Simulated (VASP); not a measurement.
# Al (Fm-3m) in VASP: a series of runs

Runs on Al. Level: LDA. Tasks: density of states, optical spectrum.

Program: VASP 6.6.1. These are calculated values, not measurements. Logs are shortened: lines on timing, memory, paths and dates and some standing lists are left out, and cuts for length are marked.

**1. The crystal as given**

The structure is cubic, space group Fm-3m (No. 225). The conventional cell has a = 3.985 Å, b = 3.985 Å, c = 3.985 Å, α = 90.00°, β = 90.00°, γ = 90.00°. Al (site symmetry m-3m) has 12 Al at 2.82 Å as nearest neighbours.

**2. Density of states, LDA**

File POSCAR:

```
Al                                      
1.0
    0.0000000000      1.9923607260      1.9923607260
    1.9923607260      0.0000000000      1.9923607260
    1.9923607260      1.9923607260      0.0000000000
  Al            
     1
Direct
     0.0000000000000000    0.0000000000000000    0.0000000000000000
```

File INCAR.step1:

```
SYSTEM = Al
PREC = Accurate
ENCUT = 520
EDIFF = 1E-7
ISMEAR = 0
SIGMA = 0.1
LREAL = .FALSE.
LASPH = .TRUE.
NELM = 60
ALGO = Fast
ISIF = 2
LWAVE = .FALSE.
LCHARG = .TRUE.
```

File KPOINTS.step1:

```
regular mesh
0
G
  18 18 18
  0 0 0
```

File INCAR.step2:

```
SYSTEM = Al
PREC = Accurate
ENCUT = 520
EDIFF = 1E-7
ISMEAR = -5
SIGMA = 0.1
LREAL = .FALSE.
LASPH = .TRUE.
NELM = 60
ALGO = Fast
ISIF = 2
LWAVE = .FALSE.
LCHARG = .FALSE.
LORBIT = 10
NEDOS = 1001
ICHARG = 11
```

File KPOINTS.step2:

```
regular mesh
0
G
  27 27 27
  0 0 0
```

Potentials or basis: VASP PAW LDA potentials, release 64 (Al).

Started as:

```sh
> cat potpaw_LDA.64/Al/POTCAR > POTCAR
> cp INCAR.step1 INCAR
> cp KPOINTS.step1 KPOINTS
> mpirun -np 1 vasp_std > vasp.out
> cp INCAR.step2 INCAR
> cp KPOINTS.step2 KPOINTS
> mpirun -np 1 vasp_std > vasp.out
```

OUTCAR:

```text
SYSTEM = Al
   PREC = Accurate
   ENCUT = 520
   EDIFF = 1E-7
   ISMEAR = -5
   LREAL = .FALSE.
   LASPH = .TRUE.
   NELM = 60
   ISIF = 2
   LORBIT = 10
   ICHARG = 11

 ion  position               nearest neighbor table
   1  0.000  0.000  0.000-

  LATTYP: Found a face centered cubic cell.
 ALAT       =     3.9847214520

  Lattice vectors:

 A1 = (   0.0000000000,   1.9923607260,   1.9923607260)
 A2 = (   1.9923607260,   0.0000000000,   1.9923607260)
 A3 = (   1.9923607260,   1.9923607260,   0.0000000000)

Analysis of symmetry for initial positions (statically):
=====================================================================
 Subroutine PRICEL returns:
 Original cell was already a primitive cell.

 Routine SETGRP: Setting up the symmetry group for a
 face centered cubic supercell.

 Subroutine GETGRP returns: Found 48 space group operations
 (whereof 48 operations were pure point group operations)
 out of a pool of 48 trial point group operations.

The static configuration has the point symmetry O_h .

Analysis of symmetry for dynamics (positions and initial velocities):
=====================================================================
 Subroutine PRICEL returns:
 Original cell was already a primitive cell.

 Routine SETGRP: Setting up the symmetry group for a
 face centered cubic supercell.

 Subroutine GETGRP returns: Found 48 space group operations
 (whereof 48 operations were pure point group operations)
 out of a pool of 48 trial point group operations.

The dynamic configuration has the point symmetry O_h .

 Subroutine INISYM returns: Found 48 space group operations
 (whereof 48 operations are pure point group operations),
 and found     1 'primitive' translations

----------------------------------------------------------------------------------------

                                     Primitive cell

  volume of cell :      15.8174

  direct lattice vectors                    reciprocal lattice vectors
     0.000000000  1.992360726  1.992360726    -0.250958571  0.250958571  0.250958571
     1.992360726  0.000000000  1.992360726     0.250958571 -0.250958571  0.250958571
     1.992360726  1.992360726  0.000000000     0.250958571  0.250958571 -0.250958571

  length of vectors
     2.817623560  2.817623560  2.817623560     0.434672995  0.434672995  0.434672995

  position of ions in fractional coordinates (direct lattice)
     0.000000000  0.000000000  0.000000000

  ion indices of the primitive-cell ions
   primitive index   ion index
                 1           1

----------------------------------------------------------------------------------------

 KPOINTS: regular mesh

Automatic generation of k-mesh.
 Grid dimensions read from file:
 generate k-points for:   27   27   27

 Generating k-lattice:

  Cartesian coordinates                     Fractional coordinates (reciprocal lattice)
    -0.009294762  0.009294762  0.009294762     0.037037037  0.000000000  0.000000000
     0.009294762 -0.009294762  0.009294762     0.000000000  0.037037037  0.000000000
     0.009294762  0.009294762 -0.009294762     0.000000000  0.000000000  0.037037037

  Length of vectors
     0.016099000  0.016099000  0.016099000

  Shift w.r.t. Gamma in fractional coordinates (k-lattice)
     0.000000000  0.000000000  0.000000000

 TETIRR: Found   2653 inequivalent tetrahedra from   118098

 Subroutine IBZKPT returns following result:
 ===========================================

 Found    560 irreducible k-points:

 Following reciprocal coordinates:
            Coordinates               Weight
  0.000000  0.000000  0.000000      1.000000
  0.037037  0.000000  0.000000      8.000000
  0.074074  0.000000  0.000000      8.000000
  0.111111  0.000000  0.000000      8.000000
  0.148148  0.000000  0.000000      8.000000
  0.185185  0.000000  0.000000      8.000000
[... 16 lines left out ...]
  0.333333  0.037037  0.000000     24.000000
  0.370370  0.037037  0.000000     24.000000
 [... further k-points ...]
   k-points           NKPTS =    560   k-points in BZ     NKDIM =    560   number of bands    NBANDS=      5
   number of dos      NEDOS =   1001   number of ions     NIONS =      1
   total plane-waves  NPLWV =  13824
   dimension x,y,z NGX =    24 NGY =   24 NGZ =   24
   dimension x,y,z NGXF=    48 NGYF=   48 NGZF=   48
   ions per type =               1
   NGX,Y,Z   is equivalent  to a cutoff of  14.16, 14.16, 14.16 a.u.
   NGXF,Y,Z  is equivalent  to a cutoff of  28.32, 28.32, 28.32 a.u.
 SYSTEM =  Al
   PREC   = accura    normal or accurate (medium, high low for compatibility)
   ISTART =      0    job   : 0-new  1-cont  2-samecut
   ICHARG =     11    charge: 1-file 2-atom 10-const
   ISPIN  =      1    spin polarized calculation?
   LNONCOLLINEAR =      F non collinear calculations
   LSORBIT =      F    spin-orbit coupling
   LASPH  =      T    aspherical Exc in radial PAW
   ENCUT  =  520.0 eV  38.22 Ry    6.18 a.u.   5.24  5.24  5.24*2*pi/ulx,y,z
   NELM   =     60;   NELMIN=  2; NELMDL=  0     # of ELM steps
   EDIFF  = 0.1E-06   stopping-criterion for ELM
   LREAL  =      F    real-space projection
   EDIFFG = 0.1E-05   stopping-criterion for IOM
   NSW    =      0    number of steps for IOM
   IBRION =     -1    ionic relax: 0-MD 1-quasi-New 2-CG
   NFREE  =      0    steps in history (QN), initial steepest desc. (CG)
   ISIF   =      2    stress and relaxation
   ISYM   =      2    0-nonsym 1-usesym 2-fastsym
   POTIM  = 0.5000    time-step for ionic-motion
   TEBEG  =    0.0;   TEEND  =   0.0 temperature during run
   PSTRESS=    0.0 pullay stress
   NELECT =       3.0000    total number of electrons
   NUPDOWN=      -1.0000    fix difference up-down
   EMIN   =  10.00;   EMAX   =-10.00  energy-range for DOS
   EFERMI =   0.00;   METHOD = LEGACY
   ISMEAR =    -5;   SIGMA  =   0.10  broadening in eV -4-tet -1-fermi 0-gaus
   EFERMI_NEDOS =   21; number of points for ismear=-14 and -15
   IALGO  =     68    algorithm
   IMIX   =      4    mixing-type and parameters
     AMIX     =   0.40;   BMIX     =  1.00
     AMIX_MAG =   1.60;   BMIX_MAG =  1.00
  volume/ion in A,a.u.               =      15.82       106.74
  Fermi-wavevector in a.u.,A,eV,Ry     =   0.940598  1.777472 12.037403  0.884724
  Thomas-Fermi vector in A             =   2.068025
   LORBIT       =     10    0 simple, 1 ext, 2 COOP (PROOUT), +10 PAW based schemes
   GGA     = CA    functional components
   LHFCALC =     F    Hartree Fock is set to
   AEXX    =    0.0000 exact exchange contribution
   IVDW    =     0    specifies the selected vdW correction
   LEPSILON=     F    determine dielectric tensor
   LRPA    =     F    only Hartree local field effects (RPA)
 non-spin polarized calculation
 RMM-DIIS sequential band-by-band and
 Fermi weights with tetrahedron method with Bloechl corrections
  energy-cutoff  :      520.00
  volume of cell :       15.82
 maximum number of plane-waves:       444
 NGX is ok and might be reduce to    24

 number of electron       3.0000000 magnetization

 Free energy of the ion-electron system (eV)
  ---------------------------------------------------
  ext. energy  EPLUGINS =         0.00000000
  ---------------------------------------------------
  free energy    TOTEN  =        -4.19209967 eV

  energy without entropy =       -4.19209967  energy(sigma->0) =       -4.19209967

 E-fermi :   8.2587     XC(G=0): -10.5009

 val. band max:        8.3583229387   @ k =  -0.3704   0.4444   0.1481
 cond. band min:       8.1961813450   @ k =  -0.2963   0.4815   0.1852
 fundamental gap:     -0.1621415937
 Fermi energy:         8.2586828657

 k-point     1 :       0.0000    0.0000    0.0000
  band No.  band energies     occupation
      1      -3.1575      2.00000
      2      21.0385      0.00000
      3      21.0385      0.00000
      4      21.0385      0.00000
      5      22.6870      0.00000

 k-point     2 :       0.0370    0.0000    0.0000
  band No.  band energies     occupation
      1      -3.1192      2.00000
      2      20.2205      0.00000
      3      20.8910      0.00000
      4      20.8910      0.00000
      5      22.8950      0.00000

 k-point     3 :       0.0741    0.0000    0.0000
  band No.  band energies     occupation
      1      -3.0045      2.00000
      2      18.8011      0.00000
      3      20.5786      0.00000
      4      20.5786      0.00000
      5      23.3691      0.00000

 k-point     4 :       0.1111    0.0000    0.0000
  band No.  band energies     occupation
      1      -2.8135      2.00000
      2      17.2840      0.00000
      3      20.2424      0.00000
      4      20.2424      0.00000
      5      23.3483      0.00000

 k-point     5 :       0.1481    0.0000    0.0000
  band No.  band energies     occupation
      1      -2.5465      2.00000
      2      15.7614      0.00000
      3      19.9354      0.00000
      4      19.9354      0.00000
      5      23.2499      0.00000

 k-point     6 :       0.1852    0.0000    0.0000
  band No.  band energies     occupation
      1      -2.2041      2.00000
      2      14.2641      0.00000
      3      19.6759      0.00000
      4      19.6759      0.00000
      5      23.1308      0.00000

 k-point     7 :       0.2222    0.0000    0.0000
  band No.  band energies     occupation
      1      -1.7868      2.00000
      2      12.8068      0.00000
      3      19.4718      0.00000
      4      19.4718      0.00000
      5      23.0254      0.00000

 k-point     8 :       0.2593    0.0000    0.0000
  band No.  band energies     occupation
      1      -1.2952      2.00000
      2      11.3974      0.00000
      3      19.3264      0.00000
      4      19.3264      0.00000
      5      22.9504      0.00000

 k-point     9 :       0.2963    0.0000    0.0000
  band No.  band energies     occupation
      1      -0.7302      2.00000
      2      10.0412      0.00000
      3      19.2417      0.00000
      4      19.2417      0.00000
      5      22.4493      0.00000

 k-point    10 :       0.3333    0.0000    0.0000
  band No.  band energies     occupation
      1      -0.0928      2.00000
      2       8.7417      0.03460
      3      19.2189      0.00000
      4      19.2189      0.00000
      5      21.8497      0.00000

 k-point    11 :       0.3704    0.0000    0.0000
  band No.  band energies     occupation
      1       0.6162      2.00000
      2       7.5018      2.15033
      3      19.2585      0.00000
      4      19.2585      0.00000
      5      21.3078      0.00000

 k-point    12 :       0.4074    0.0000    0.0000
  band No.  band energies     occupation
      1       1.3954      2.00000
      2       6.3236      2.00000
      3      19.3609      0.00000
      4      19.3612      0.00000
      5      20.8264      0.00000

 k-point    13 :       0.4444    0.0000    0.0000
  band No.  band energies     occupation
      1       2.2427      2.00000
      2       5.2099      2.00000
      3      19.5265      0.00000
      4      19.5265      0.00000
      5      20.4074      0.00000

 k-point    14 :       0.4815    0.0000    0.0000
  band No.  band energies     occupation
      1       3.1493      2.00000
      2       4.1702      2.00000
      3      19.7539      0.00000
      4      19.7540      0.00000
      5      20.0529      0.00000

 k-point    15 :       0.0370    0.0370    0.0000
  band No.  band energies     occupation
      1      -3.1065      2.00000
      2      20.4848      0.00000
      3      20.4848      0.00000
      4      20.6640      0.00000
      5      22.5663      0.00000

 k-point    16 :       0.0741    0.0370    0.0000
  band No.  band energies     occupation
      1      -3.0172      2.00000
      2      19.2802      0.00000
      3      20.0587      0.00000
      4      20.7008      0.00000
      5      22.6289      0.00000

 k-point    17 :       0.1111    0.0370    0.0000
  band No.  band energies     occupation
      1      -2.8517      2.00000
      2      17.7998      0.00000
      3      19.6633      0.00000
      4      20.5678      0.00000
      5      23.0220      0.00000

 k-point    18 :       0.1481    0.0370    0.0000
  band No.  band energies     occupation
      1      -2.6101      2.00000
      2      16.2839      0.00000
      3      19.3164      0.00000
      4      20.3356      0.00000
      5      23.5063      0.00000

 k-point    19 :       0.1852    0.0370    0.0000
  band No.  band energies     occupation
      1      -2.2928      2.00000
      2      14.7815      0.00000
      3      19.0254      0.00000
      4      20.0989      0.00000
      5      23.5040      0.00000

 k-point    20 :       0.2222    0.0370    0.0000
  band No.  band energies     occupation
      1      -1.9005      2.00000
      2      13.3130      0.00000
      3      18.7935      0.00000
      4      19.8956      0.00000
      5      23.0332      0.00000

 k-point    21 :       0.2593    0.0370    0.0000
  band No.  band energies     occupation
      1      -1.4337      2.00000
      2      11.8890      0.00000
      3      18.6227      0.00000
      4      19.7413      0.00000
      5      22.3316      0.00000

 k-point    22 :       0.2963    0.0370    0.0000
  band No.  band energies     occupation
      1      -0.8932      2.00000
      2      10.5160      0.00000
      3      18.5139      0.00000
      4      19.6429      0.00000
      5      21.6554      0.00000

 k-point    23 :       0.3333    0.0370    0.0000
  band No.  band energies     occupation
      1      -0.2800      2.00000
      2       9.1983     -0.07131
      3      18.4678      0.00000
      4      19.6038      0.00000
      5      21.0286      0.00000

 k-point    24 :       0.3704    0.0370    0.0000
  band No.  band energies     occupation
      1       0.4051      2.00000
      2       7.9390      1.63489
      3      18.4848      0.00000
      4      19.6255      0.00000
      5      20.4602      0.00000

 [... further k-points ...]

------------------------ aborting loop because EDIFF is reached ----------------------------------------

  FORCE on cell =-STRESS in cart. coord.  units (eV):
  Direction    XX          YY          ZZ          XY          YZ          ZX
  --------------------------------------------------------------------------------------
  -------------------------------------------------------------------------------------
  Total       -0.0180234     -0.0180234     -0.0180234     -0.0000000     -0.0000000      0.0000000
  in kB       -1.8256336     -1.8256336     -1.8256336     -0.0000000     -0.0000000      0.0000000
  external PRESSURE =      -1.8256336 kB  Pullay stress =       0.0000000 kB

 VOLUME and BASIS-vectors are now :
 -----------------------------------------------------------------------------
  energy-cutoff  :      520.00
  volume of cell :       15.82
      direct lattice vectors                 reciprocal lattice vectors
     0.000000000  1.992360726  1.992360726    -0.250958571  0.250958571  0.250958571
     1.992360726  0.000000000  1.992360726     0.250958571 -0.250958571  0.250958571
     1.992360726  1.992360726  0.000000000     0.250958571  0.250958571 -0.250958571

 POSITION                                       TOTAL-FORCE (eV/Angst)
 -----------------------------------------------------------------------------------
      0.00000      0.00000      0.00000         0.000000     -0.000000      0.000000
 -----------------------------------------------------------------------------------
    total drift:                                0.000000     -0.000000      0.000000

  FREE ENERGIE OF THE ION-ELECTRON SYSTEM (eV)
  ---------------------------------------------------
  free  energy   TOTEN  =        -4.1920996683 eV

  energy  without entropy=       -4.1920996683  energy(sigma->0) =       -4.19209967

 total charge

# of ion       s       p       d       tot
------------------------------------------
    1        0.438   0.362   0.000   0.800
```

Run time: 11 s. Hardware: 1 thread of Intel Xeon 6975P-C (Granite Rapids), shared host; peak memory 0.16 GiB.

What came out:

- Valence electrons inside the program's atomic spheres: Al 0.80

Levels at points of the mesh, in eV from the Fermi level:
| k point | band 1 | band 2 | band 3 | band 4 | band 5 |
| --- | --- | --- | --- | --- | --- |
| (0.00, 0.00, 0.00) | -11.42 | 12.78 | 12.78 | 12.78 | 14.43 |

States per cell in windows of 1 eV (zero at the Fermi level; states under -8 eV left out):
```
from (eV)  total  Al1_p  Al1_s  Al1_d
     -8.0   0.23   0.02   0.05   0.00
     -7.0   0.26   0.02   0.05   0.00
     -6.0   0.29   0.03   0.05   0.00
     -5.0   0.31   0.04   0.04   0.00
     -4.0   0.35   0.05   0.04   0.00
     -3.0   0.37   0.06   0.04   0.00
     -2.0   0.35   0.06   0.03   0.00
     -1.0   0.37   0.06   0.03   0.00
      0.0   0.41   0.06   0.04   0.00
      1.0   0.42   0.06   0.04   0.00
      2.0   0.45   0.07   0.05   0.00
      3.0   0.47   0.08   0.05   0.00
      4.0   0.48   0.09   0.04   0.00
      5.0   0.56   0.12   0.04   0.00
      6.0   0.55   0.12   0.03   0.00
      7.0   0.52   0.11   0.02   0.00
```

Caveat: tetrahedron occupations give inexact forces and stress in metals.

(Continued in part 2 of 2.)
